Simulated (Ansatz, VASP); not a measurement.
BAs: VASP beside Ansatz

```
CELL_PARAMETERS angstrom
0.00000 2.38850 2.38850
2.38850 0.00000 2.38850
2.38850 2.38850 0.00000
ATOMIC_POSITIONS crystal
B 0.00000 0.00000 0.00000
As 0.25000 0.25000 0.25000
```

Alike in both runs: task single point; functional PBE; k mesh 6 × 6 × 6; occupations gaussian, width 0.1 eV; no spin polarisation.

|  | VASP | Ansatz |
| --- | --- | --- |
| version | VASP 6.6.1 | Ansatz 0.2.0 |
| potentials or method | VASP PAW PBE potentials, release 64 (B, As) | scalar-relativistic, plane waves, PAW |
| plane-wave cutoff (eV) | 520 | 420 |
| valence electrons in the cell | 8 | 18 |

VASP gave:

* gap on the k mesh at the Fermi level (eV): 1.27
* least direct gap on the mesh (eV): 3.27
* pressure (GPa): 3.5

Problem. Which values does Ansatz return?

Solution. gap on the k mesh at the Fermi level (eV): 1.28; least direct gap on the mesh (eV): 3.28; pressure (GPa): 2.8.

With one functional, cell and mesh, what is left measures potentials, basis and numerics. The two sets of potentials don't hold the same shells in valence.

A k mesh can miss the band edges.
